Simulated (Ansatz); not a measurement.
Crystal: InPd.

```
CELL_PARAMETERS angstrom
3.27188 0.00000 0.00000
0.00000 3.27188 0.00000
0.00000 0.00000 3.27188
ATOMIC_POSITIONS crystal
In 0.00000 0.00000 0.00000
Pd 0.50000 0.50000 0.50000
```

The cell comes from a database or a generator and needn't be the stable form of this composition.

```yaml
Program: Ansatz 0.2.0
Task: relaxation of cell and atoms
Functional: revPBE
Potentials_or_basis: Ansatz PAW
Cutoff: "420 eV (not typed: the program's choice for these potentials)"
k_mesh: 8 × 8 × 8
Occupations: fermi-dirac, width 0.05 eV
Spin: no spin polarisation
```

At the start: volume 17.51 Å³/atom.

Problem. Where does the relaxation end?

Solution. It ends after 5 steps and the volume is 18.43 Å³/atom (+5.2 %); space group Pm-3m (No. 221, to 0.05 Å).

Step by step:
```tsv
step	energy change (eV)	largest force (eV/Å)	volume (Å³)
1	0.0000	0.0000	35.03
2	-0.0318	0.0000	37.04
3	-0.0321	0.0000	36.88
4	-0.0321	0.0000	36.86
5	-0.0330	0.0000	36.86
```

Final structure:
```
In Pd
1.0
     3.32791    0.00000    0.00000
     0.00000    3.32791    0.00000
     0.00000    0.00000    3.32791
In Pd
1 1
Cartesian
  0.0000 0.0000 0.0000
  1.6640 1.6640 1.6640
```

Caveat: the plane-wave basis is chosen anew once the cell has moved, so the energies of steps on either side of that aren't comparable; the PAW data sets come from PBE, with cores solved anew for the run's functional, which leaves a small shift of forces and pressure.
